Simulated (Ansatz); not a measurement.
Crystal: WC.

```xyz
2
Lattice="1.6403 -2.1180 0.0000 1.6403 2.1180 0.0000 0.0000 0.0000 4.3094" Properties=species:S:1:pos:R:3 pbc="T T T"
W     1.6403    0.0000    2.1547
C     0.0000    0.0000    0.0000
```

The cell was built by a generator and needn't be a form met in nature.

| Item | Value |
| --- | --- |
| Program | Ansatz 0.2.0 |
| Task | relaxation of cell and atoms |
| Functional | BLYP |
| Dispersion | D3(BJ) |
| Potentials or basis | Ansatz PAW |
| Cutoff | 420 eV (not typed: the program's choice for these potentials) |
| k mesh | 10 × 10 × 6 |
| Occupations | fermi-dirac, width 0.05 eV |
| Spin | no spin polarisation |

At the start: volume 14.97 Å³/atom.

Where does the relaxation end?

It ends after 20 steps and the volume is 11.66 Å³/atom (-22.1 %); space group Cmmm (No. 65, to 0.05 Å).

Step by step:
```
step  energy change (eV)  largest force (eV/Å)  volume (Å³)
   1              0.0000                0.0000        29.94
   2             -0.7154                0.0000        27.60
   3             -1.3366                0.0000        25.77
   4             -2.0798                0.0000        24.40
   5             -2.7639                0.0000        23.08
   6             -3.3019                0.0000        21.97
   7             -3.6690                0.0000        21.42
   8             -3.7698                0.0000        22.33
   9             -3.8147                0.0000        22.60
  10             -3.8183                0.0000        23.03
  11             -3.8189                0.0000        22.94
  12             -3.8189                0.0000        22.94
  13             -3.8390                0.0000        22.94
  14             -3.8422                0.0000        23.14
  15             -3.8427                0.0000        23.27
  16             -3.8427                0.0000        23.30
  17             -3.8427                0.0000        23.30
  18             -3.8434                0.0000        23.30
  19             -3.8433                0.0000        23.32
  20             -3.8434                0.0000        23.32
```

Final structure:
```
W C
1.0
     1.46933   -2.63173    0.00000
     1.46933    2.63173    0.00000
     0.00000    0.00000    3.01473
W C
1 1
Direct
  0.50000 0.50000 0.50000
  0.00000 0.00000 0.00000
```

Caveat: the volume moved by over 15 % at a fixed basis, so the end points are rough; the plane-wave basis is chosen anew once the cell has moved, so the energies of steps on either side of that aren't comparable; pairwise dispersion overbinds metals, which lowers pressure and volume; the PAW data sets come from PBE, with cores solved anew for the run's functional, which leaves a small shift of forces and pressure.
